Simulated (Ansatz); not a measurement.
# What DFT gives for Hg3I

```yaml
crystal:
  lattice:
    - [3.45659, 5.98699, 0.00000]
    - [-3.45659, 5.98699, 0.00000]
    - [0.00000, 0.00000, 5.14711]
  atoms:
    - { symbol: I, position: [0.33330, 0.33340, 0.25000] }
    - { symbol: I, position: [0.66660, 0.66670, 0.75000] }
    - { symbol: Hg, position: [0.83300, 0.83300, 0.25000] }
    - { symbol: Hg, position: [0.16700, 0.66600, 0.75000] }
    - { symbol: Hg, position: [0.33400, 0.83300, 0.25000] }
    - { symbol: Hg, position: [0.16700, 0.16700, 0.75000] }
    - { symbol: Hg, position: [0.83300, 0.33400, 0.25000] }
    - { symbol: Hg, position: [0.66600, 0.16700, 0.75000] }
```

Level: r2SCAN, no spin polarisation; 500 eV; 6×6×7 Γ-centred mesh; fermi-dirac occupations (width 0.1 eV); Ansatz 0.2.0, fixed geometry.

- Electronic structure: It is a metal, with about 3.4 states/eV a cell as the mean within 0.25 eV of the Fermi level, mostly Hg s (64 %) and I p (28 %).
- Formation energy: 0.09 eV an atom against the elements' usual phases (free molecules for gases, crystals otherwise, with no correction for O₂ or N₂), so at this geometry it isn't bound against them. Relaxing would lower it.
- Stress: The pressure is 4.7 GPa (compression positive), so with the atoms held at these fractions the cell would first expand. The principal stresses 3.3, 5.3, 5.3 GPa differ, so its shape would change too.
- Charges: Bader charges in e: Hg +0.08, I -0.23. In the mean Hg gives up most and I takes most.

Origin: a known structure type with other elements, at an estimated volume, so it need not be a known compound.
